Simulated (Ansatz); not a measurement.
A run of Ansatz 0.2.0 is set up as follows.

Contents of input.yaml:

```yaml
crystal:
  lattice:
    - [2.878, 0.0, 0.0]
    - [0.0, 2.878, 0.0]
    - [0.0, 0.0, 2.878]
  atoms:
    - { symbol: Ga, position: [0.5, 0.5, 0.5] }
    - { symbol: Co, position: [0.0, 0.0, 0.0], spin: 2.0 }
hamiltonian:
  xc: r2scan
  pseudopotentials: { kind: paw }
magnetization:
  spin_polarized: true
kpoints:
  mp_grid: { grid: [9, 9, 9] }
scf:
  occupations: { method: fermi_dirac, width: 0.05 }
output:
  forces: true
  stress: true
  eigenvalues: true
relax:
  f_tol: 0.01
  max_steps: 40
  cell: { stress_tol: 0.05, p_target: 10.0 }
```

Potentials or basis: Ansatz PAW.

Launch:

```bash
$ ansatz run input.yaml --threads 2 --pin off --max-ram 5632MiB --backend cpu --events-out ev --progress --plain --runs-dir out
```

Problem. Estimate the site moments.

Solution. Ga -0.02; Co +0.39 μB.

Problem. Estimate the relaxed cell.

Solution. a = 2.806 Å, b = 2.806 Å, c = 2.806 Å, α = 90.00°, β = 90.00°, γ = 90.00°.

Problem. Predict the space group after relaxing (to 0.05 Å).

Solution. Pm-3m (No. 221).

The path:
| step | energy change (eV) | largest force (eV/Å) | volume (Å³) |
| --- | --- | --- | --- |
| 1 | 0.0000 | 0.0000 | 23.84 |
| 2 | -0.0021 | 0.0000 | 22.56 |
| 3 | 0.0235 | 0.0000 | 22.04 |
| 4 | 0.0194 | 0.0000 | 22.10 |
| 5 | 0.0205 | 0.0000 | 22.10 |
| 6 | 0.0210 | 0.0000 | 22.10 |
| 7 | 0.0210 | 0.0000 | 22.10 |

Caveat: the magnetic or orbital state may not be the lowest; the plane-wave basis is chosen anew once the cell has moved, so the energies of steps on either side of that aren't comparable; the PAW data sets come from PBE, with cores solved anew for the run's functional, which leaves a small shift of forces and pressure.
